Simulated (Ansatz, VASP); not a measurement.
**Ir in VASP and in Ansatz**

Contents of INCAR:

```
SYSTEM = Ir
ALGO = Normal ; EDIFF = 1E-7
EDIFFG = -0.01 ; ENCUT = 600
GGA = PS ; IBRION = 2
ISIF = 3 ; ISMEAR = 0
LASPH = .TRUE. ; LCHARG = .FALSE.
LREAL = .FALSE. ; LWAVE = .FALSE.
NELM = 60 ; NSW = 80
PREC = Accurate ; SIGMA = 0.1
```

File KPOINTS:

```
k-points
0
G
  18 18 18
  0 0 0
```

Contents of POSCAR:

```
Ir
1.0
    0.0000000000      1.9174316248      1.9174316248
    1.9174316248      0.0000000000      1.9174316248
    1.9174316248      1.9174316248      0.0000000000
Ir
1
Direct
    0.0000000000      0.0000000000      0.0000000000
```

Input for Ansatz:

```yaml
crystal:
  lattice:
    - [0.0, 1.9174316251, 1.9174316251]
    - [1.9174316251, 0.0, 1.9174316251]
    - [1.9174316251, 1.9174316251, 0.0]
  atoms:
    - { symbol: Ir, position: [0.0, 0.0, 0.0] }
basis:
  ecutwfc: 420
kpoints:
  mp_grid: { grid: [18, 18, 18] }
hamiltonian:
  xc: pbesol
scf:
  occupations: { method: gaussian, width: 0.1 }
output:
  forces: true
  stress: true
  eigenvalues: true
relax:
  adjacent_minimum: "off"
  f_tol: 0.01
  max_steps: 60
  cell: { stress_tol: 0.1 }
```

Alike in both runs: task relaxation of cell and atoms; functional PBEsol; k mesh 18 × 18 × 18; occupations gaussian, width 0.1 eV; no spin polarisation.

```csv
,VASP,Ansatz
version,VASP 6.6.1,Ansatz 0.2.0
potentials or method,"VASP PAW PBE potentials, release 64 (Ir)","scalar-relativistic, plane waves, PAW"
plane-wave cutoff (eV),600,420
valence electrons in the cell,9,17
```

VASP gave:

- gap on the k mesh at the Fermi level, each at its own relaxed structure (eV): none
- relaxed volume (Å³/atom): 14.09
- relaxed cell length with the largest relative difference (Å): 2.711

Problem. What did Ansatz give for the same quantities?

Solution. gap on the k mesh at the Fermi level, each at its own relaxed structure (eV): none; relaxed volume (Å³/atom): 14.05; relaxed cell length with the largest relative difference (Å): 2.708.

A gap of «none» marks a metal or a gap that the smearing closes. The two sets of potentials don't hold the same shells in valence.

Caveats: the PAW data sets were made with another functional, which shifts forces and pressure a little (VASP). The runs have no spin-orbit coupling, so splittings on Ir are missing.
